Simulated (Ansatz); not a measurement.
Cd (Fm-3m), two-dimensional strain map

Theory: DFT PBE, scalar-relativistic, plane waves, PAW in Ansatz 0.2.0. Settings: plane waves to 420 eV, k-mesh 18×18×18 (Γ-centred), Gaussian smearing 0.15 eV. No spin polarisation. Energies are free energies at this smearing, counted from the undisturbed cell; pressure is positive in compression.

Zero of the scan (as given, not relaxed at this level; it stands at 2.2 GPa; this fcc form isn't the usual structure):

```
Cd
1.0
     0.00000    2.21815    2.21815
     2.21815    0.00000    2.21815
     2.21815    2.21815    0.00000
Cd
1
Direct
  0.00000 0.00000 0.00000
```

The cell is strained by p along both x and y and by q along z, fractional coordinates fixed. Points are written (p, q).

Energy above the undisturbed cell in meV/atom (a dash: not computed):

| p \ q | -0.050 | 0.000 | 0.050 |
| --- | --- | --- | --- |
| -0.050 | 146.6 | 78.9 | ? |
| 0.000 | 28.6 | 0.0 | -2.9 |
| 0.050 | 4.2 | ? | – |

**Question.** Fill in the withheld energies.

**Answer.** (-0.050, 0.050): 48.5; (0.050, 0.000): 3.7.